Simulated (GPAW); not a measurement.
# CaO (Fm-3m) in GPAW: notebook

The runs below take CaO through band structure, with LDA.

Everything below comes from runs of GPAW 26.7.0. Logs are shortened: lines on timing, memory, paths and dates and some standing lists are left out, and cuts for length are marked. The log counts tension as positive stress, the text compression.

### 1 The structure

It takes space group Fm-3m (No. 225, cubic). The conventional cell has a = 4.807 Å, b = 4.807 Å, c = 4.807 Å, α = 90.00°, β = 90.00°, γ = 90.00°. Ca (site symmetry m-3m) has 6 O at 2.40 Å as nearest neighbours. O (site symmetry m-3m) is surrounded by 6 Ca at 2.40 Å.

The cell is a database's computed one.

### 2 Band structure, LDA

The input, run.py:

```python
from ase.dft.bandgap import bandgap
from ase.io import read, write
from ase.units import GPa
from gpaw import GPAW, PW

atoms = read('POSCAR')

calc = GPAW(mode=PW(800),
            xc='LDA',
            kpts={'size': (10, 10, 10), 'gamma': True},
            occupations={'name': 'fermi-dirac', 'width': 0.05},
            nbands=16,
            convergence={'density': 1e-05, 'energy': 1e-05},
            maxiter=150,
            txt='gpaw.txt')
atoms.calc = calc
energy = atoms.get_potential_energy()
forces = atoms.get_forces()
stress = atoms.get_stress()
calc.write('gs.gpw')
write('result.traj', atoms)
print(f'Energy: {energy:.6f} eV')
print('Forces (eV/A):')
print(forces.round(4))
print('Stress (GPa):', (stress / GPa).round(3))
print('Fermi level:', round(calc.get_fermi_level(), 4), 'eV')
print(f'Gap: {bandgap(calc)[0]:.4f} eV, direct: {bandgap(calc, direct=True)[0]:.4f} eV')

path = atoms.cell.bandpath('GXWKGLUWLK,UX', npoints=60, eps=1e-4)
bs_calc = calc.fixed_density(kpts=path, symmetry='off', nbands=25,
                             convergence={'bands': 'CBM+6.0', 'eigenstates': 1e-6}, txt='bands.txt')
bs = bs_calc.band_structure()
bs.write('bs.json')
print(f'Gap on the path: {bandgap(bs_calc)[0]:.4f} eV')
```

The input, POSCAR:

```
CaO
1.0
    0.0000000000      2.4035556960      2.4035556960
    2.4035556960      0.0000000000      2.4035556960
    2.4035556960      2.4035556960      0.0000000000
Ca O
1 1
Direct
    0.0000000000      0.0000000000      0.0000000000
    0.5000000000      0.5000000000      0.5000000000
```

Potentials or basis: the program's PAW data sets (release 1.2.1) made for this functional, pw.

Run with:

```
> OMP_NUM_THREADS=1 python run.py
```

gpaw.txt:

```text
__  _  _
 | _ |_)|_||  |
 |__||  | ||/\| - 26.7.0

Input parameters:
  mode=PW(ecut=800.0),
  convergence={'density': 1e-05, 'energy': 1e-05},
  kpts=MonkhorstPack(size=(10, 10, 10), gamma=True),
  maxiter=150,
  nbands=16,
  occupations=Occupations(name='fermi-dirac', width=0.05),
  xc=XC(name='LDA')

Diagonalizing LCAO Hamiltonian
Converting LCAO to pw mode

               O

       Ca

Atoms  # Å, Bohr magnetons
|   | symbol |        x |        y |        z |    initial magnetic moments |
|---|--------|----------|----------|----------|-----------------------------|
| 0 |     Ca | 0.000000 | 0.000000 | 0.000000 | ( 0.0000,  0.0000,  0.0000) |
| 1 |      O | 2.403556 | 2.403556 | 2.403556 | ( 0.0000,  0.0000,  0.0000) |

Unit cell  # Å
| periodic |        x |        y |        z |  lengths |    angles |
|----------|----------|----------|----------|----------|-----------|
|      yes | 0.000000 | 2.403556 | 2.403556 | 3.399141 | 60.000000 |
|      yes | 2.403556 | 0.000000 | 2.403556 | 3.399141 | 60.000000 |
|      yes | 2.403556 | 2.403556 | 0.000000 | 3.399141 | 60.000000 |

Number of symmetries: 48
Symmetry operations  # r_c * U_cc + t_c -> r_c
|    | kind |            matrix            |
|----|------|------------------------------|
|  0 |  σ   |  1, 0, 0,  1, 0,-1,  1,-1, 0 |
|  1 |  C2  |  1, 0, 0,  1,-1, 0,  1, 0,-1 |
|  2 |  E   |  1, 0, 0,  0, 1, 0,  0, 0, 1 |
|  3 |  σ   |  1, 0, 0,  0, 0, 1,  0, 1, 0 |
|  4 |  C4  |  1, 0,-1,  1, 0, 0,  1,-1, 0 |
|  5 |  S6  |  1, 0,-1,  1,-1, 0,  1, 0, 0 |
|  6 |  σ   |  1, 0,-1,  0, 1,-1,  0, 0,-1 |
|  7 |  C3  |  1, 0,-1,  0, 0,-1,  0, 1,-1 |
|  8 |  S6  |  1,-1, 0,  1, 0, 0,  1, 0,-1 |
|  9 |  C4  |  1,-1, 0,  1, 0,-1,  1, 0, 0 |
| 10 |  C3  |  1,-1, 0,  0,-1, 1,  0,-1, 0 |
| 11 |  σ   |  1,-1, 0,  0,-1, 0,  0,-1, 1 |
| 12 |  σ   |  0, 1, 0,  1, 0, 0,  0, 0, 1 |
| 13 |  C4  |  0, 1, 0,  0, 1,-1, -1, 1, 0 |
| 14 |  C3  |  0, 1, 0,  0, 0, 1,  1, 0, 0 |
| 15 |  S6  |  0, 1, 0, -1, 1, 0,  0, 1,-1 |
| 16 |  C2  |  0, 1,-1,  1, 0,-1,  0, 0,-1 |
| 17 |  σ   |  0, 1,-1,  0, 1, 0, -1, 1, 0 |
| 18 |  S4  |  0, 1,-1,  0, 0,-1,  1, 0,-1 |
| 19 |  C4  |  0, 1,-1, -1, 1, 0,  0, 1, 0 |
| 20 |  C3  |  0, 0, 1,  1, 0, 0,  0, 1, 0 |
| 21 |  σ   |  0, 0, 1,  0, 1, 0,  1, 0, 0 |
| 22 |  S6  |  0, 0, 1,  0,-1, 1, -1, 0, 1 |
| 23 |  C4  |  0, 0, 1, -1, 0, 1,  0,-1, 1 |
| 24 |  S4  |  0, 0,-1,  1, 0,-1,  0, 1,-1 |
| 25 |  C3  |  0, 0,-1,  0, 1,-1,  1, 0,-1 |
| 26 |  C2  |  0, 0,-1,  0,-1, 0, -1, 0, 0 |
| 27 |  S6  |  0, 0,-1, -1, 0, 0,  0,-1, 0 |
| 28 |  S4  |  0,-1, 1,  1,-1, 0,  0,-1, 0 |
| 29 |  C4  |  0,-1, 1,  0, 0, 1, -1, 0, 1 |
| 30 |  C2  |  0,-1, 1,  0,-1, 0,  1,-1, 0 |
| 31 |  σ   |  0,-1, 1, -1, 0, 1,  0, 0, 1 |
| 32 |  C3  |  0,-1, 0,  1,-1, 0,  0,-1, 1 |
| 33 |  S6  |  0,-1, 0,  0, 0,-1, -1, 0, 0 |
| 34 |  S4  |  0,-1, 0,  0,-1, 1,  1,-1, 0 |
| 35 |  C2  |  0,-1, 0, -1, 0, 0,  0, 0,-1 |
| 36 |  C2  | -1, 1, 0,  0, 1, 0,  0, 1,-1 |
| 37 |  S6  | -1, 1, 0,  0, 1,-1,  0, 1, 0 |
| 38 |  S4  | -1, 1, 0, -1, 0, 1, -1, 0, 0 |
| 39 |  C3  | -1, 1, 0, -1, 0, 0, -1, 0, 1 |
| 40 |  S6  | -1, 0, 1,  0, 0, 1,  0,-1, 1 |
| 41 |  C2  | -1, 0, 1,  0,-1, 1,  0, 0, 1 |
| 42 |  C3  | -1, 0, 1, -1, 1, 0, -1, 0, 0 |
| 43 |  S4  | -1, 0, 1, -1, 0, 0, -1, 1, 0 |
| 44 |  C2  | -1, 0, 0,  0, 0,-1,  0,-1, 0 |
| 45 |  i   | -1, 0, 0,  0,-1, 0,  0, 0,-1 |
| 46 |  σ   | -1, 0, 0, -1, 1, 0, -1, 0, 1 |
| 47 |  C2  | -1, 0, 0, -1, 0, 1, -1, 1, 0 |

BZ-sampling:
  Number of BZ points: 1000
  Number of IBZ points: 47

  Monkhorst-Pack size: [10, 10, 10]
  Monkhorst-Pack shift: [0.05, 0.05, 0.05]

K-points  # in reciprocal-cell coordinates
|     |                                coordinates |     weight |
|-----|--------------------------------------------|------------|
|   0 | (  0.00000000,   0.00000000,   0.00000000) | 0.00100000 |
|   1 | (  0.10000000,   0.10000000,   0.00000000) | 0.00600000 |
|   2 | (  0.10000000,   0.10000000,   0.10000000) | 0.00800000 |
|   3 | (  0.20000000,   0.10000000,   0.10000000) | 0.01200000 |
|   4 | (  0.20000000,   0.20000000,   0.00000000) | 0.00600000 |
|   5 | (  0.20000000,   0.20000000,   0.10000000) | 0.02400000 |
|   6 | (  0.20000000,   0.20000000,   0.20000000) | 0.00800000 |
|   7 | (  0.30000000,   0.20000000,   0.10000000) | 0.02400000 |
|   8 | (  0.30000000,   0.20000000,   0.20000000) | 0.02400000 |
|   9 | (  0.30000000,   0.30000000,   0.00000000) | 0.00600000 |
| ... |                                            |            |
|  46 | (  0.50000000,   0.50000000,   0.50000000) | 0.00400000 |

Plane wave coefficients: 1458
Cutoff: 800.0 eV

Spin-components: 1 (collinear spins)
Bands:           16
Projectors:      10
Spin-degeneracy: 2
Datatype:        complex128

Parallelization:
  kpt:    1
  domain: 1
  band:   1

Density:
  Valence electrons: 16.0
  Components: 1
  Grid points: [24 24 24]
  Charge: 0.0  # |e|

Potential:
  Grid points: [24 24 24]

species:
  Ca:
    name:    Calcium
    Z:       20.0
    valence: 10
    core:    10
    charge:  0.0  # [|e|]
    compensation charges:
      type: gauss
      rc: 0.37  # [Å]
      lmax: 2
    cutoffs:
      filter: 2.10  # [Å]
      core: 1.17  # [Å]
    projectors
    | kind |    occ | energy [eV] | rcut [Å] |
    |------|--------|-------------|----------|
    |   3s |  2.000 |     -46.826 |    1.175 |
    |   4s |  2.000 |      -3.864 |    1.175 |
    |   3p |  6.000 |     -27.986 |    1.154 |
    |    p |        |      -0.774 |    1.154 |
    |    d |        |       0.000 |    0.937 |

    Using partial waves for Ca as LCAO basis

  O:
    name:    Oxygen
    Z:       8.0
    valence: 6
    core:    2
    charge:  0.0  # [|e|]
    compensation charges:
      type: gauss
      rc: 0.21  # [Å]
      lmax: 2
    cutoffs:
      filter: 1.17  # [Å]
      core: 0.83  # [Å]
    projectors
    | kind |    occ | energy [eV] | rcut [Å] |
    |------|--------|-------------|----------|
    |   2s |  2.000 |     -23.752 |    0.688 |
    |   2p |  4.000 |      -9.195 |    0.598 |
    |    s |        |       3.459 |    0.688 |
    |    p |        |      18.016 |    0.598 |
    |    d |        |       0.000 |    0.619 |

    Using partial waves for O as LCAO basis

Reference energy: -20494.320923  # eV

eigensolver:
  PPCG
  Converge bands: occupied
  niter=2

density mixing:
  MSR1-Mixer
  Pratt-step length: 0.05
  Maximum mixing coefficient: 0.75
  Old densities: 10
  SVD Regularization: 0.005
  Good broyden scale: 1.0
  Trust region scale: 1.0
  Backstep threshold: 4.0
  History deletion threshold: 6.0
  Fourier metric: weight=20.0, sigma=0.015

occupation numbers:
  Fermi-Dirac:
    width: 0.0500  # eV

poisson solver:
  ecut: 6400.0  # eV

xc functional:
  name: None

convergence criteria:
- Maximum integral of absolute [dens]ity change: 1e-05 electrons / valence electron
- Maximum [total energy] change in last 3 cyles: 1e-05 eV / valence electron
- Maximum integral of absolute [eigenst]ate change: 4e-08 eV^2 / valence electron
maximum number of iterations: 150

SCF iterations
|iter     | |      energy | eigst |  dens |
|---------|-|-------------|-------|-------|
|iter:   1| |  -15.721092 | +0.59 |       |
|iter:   2| |  -15.363836 | -1.74 | -0.97 |
|iter:   3| |  -14.547795 | -1.27 | -1.03 |
|iter:   4| |  -14.531580 | -2.88 | -1.48 |
|iter:   5| |  -14.526757 | -3.79 | -1.72 |
|iter:   6| |  -14.526668 | -5.31 | -2.91 |
|iter:   7| |  -14.526670c| -6.06 | -3.26 |
|iter:   8| |  -14.526670c| -7.75c| -4.03 |
|iter:   9| |  -14.526670c| -8.30c| -4.94 |
|iter:  10| |  -14.526670c| -8.94c| -5.50c|

Converged in 10 steps
Energy contributions relative to reference atoms: (reference = -20494.320923)

Energy contributions:
  Kinetic:          11.722072
  Coulomb:          -9.471601
  Zero:             -0.476812
  External:          0.000000
  Xc:              -16.300330
  Entropy:          -0.000000
  Spinorbit:         0.000000
  ----------------------------
  Free energy:     -14.526670
  Extrapolated:    -14.526670

dipole moment: (-15.893249, -15.893249, -15.893249)  # |e|*Ang

Fermi level: 5.526
Eigenvalues  # (at kpt = [0.000, 0.000, 0.000])
| band index |      eig [eV] | occ [0-2] |
|------------|---------------|-----------|
|          0 |       -32.746 |     2.000 |
|          1 |       -13.774 |     2.000 |
|          2 |       -13.774 |     2.000 |
|          3 |       -13.774 |     2.000 |
|          4 |       -10.806 |     2.000 |
|          5 |         4.380 |     2.000 |
[... 8 lines left out ...]
|         14 |        19.121 |     0.000 |
|         15 |        26.942 |     0.000 |

Gap: 3.523 eV
Transition (v -> c):
  (s=0, k=0, n=7, [0.00, 0.00, 0.00]) -> (s=0, k=41, n=8, [0.50, 0.50, 0.00])
Direct/indirect transitions are different
Direct gap: 3.902 eV
Transition at: (s=0, k=41, n=7, [0.50, 0.50, 0.00])

Forces  # eV/Ang
|        x |       y |        z |
|----------|---------|----------|
| -0.00000 | 0.00000 |  0.00000 |  # Ca   0
|  0.00000 | 0.00000 | -0.00000 |  # O    1

Stress tensor  # eV/Ang^3
|        x |         y |         z |
|----------|-----------|-----------|
| 0.039268 |  0.000000 |  0.000000 |
| 0.000000 |  0.039268 | -0.000000 |
| 0.000000 | -0.000000 |  0.039268 |

# Writing to gs.gpw (mode='')
```

Run time: 35 s. Hardware: 1 thread of Arm Neoverse V2, shared host; peak memory 0.23 GiB.

Results:

```
Free energy             : -14.5267 eV
Pressure                : -6.3 GPa
Band gap on the k mesh  : 3.52 eV, indirect (least direct gap 3.90 eV)
Band gap along the path : 3.52 eV, indirect (least direct gap 3.90 eV)
```

Levels at the corners of the path, in eV from the valence-band top:
```csv
point,band 6,band 7,band 8,band 9,band 10,band 11
Γ,0.00,0.00,0.00,4.56,6.13,6.13
X,-1.32,-0.38,-0.38,3.52,7.99,8.83
W,-1.30,-1.08,-1.08,6.21,6.21,8.34
K,-1.36,-1.23,-0.78,5.03,7.89,8.51
Γ,0.00,0.00,0.00,4.56,6.13,6.13
L,-2.69,-1.19,-1.19,6.96,8.28,8.28
U,-1.36,-1.23,-0.78,5.03,7.89,8.51
W,-1.30,-1.08,-1.08,6.21,6.21,8.34
L,-2.69,-1.19,-1.19,6.96,8.28,8.28
K,-1.36,-1.23,-0.78,5.03,7.89,8.51
U,-1.36,-1.23,-0.78,5.03,7.89,8.51
X,-1.32,-0.38,-0.38,3.52,7.99,8.83
```

[end of part 1 of 2]
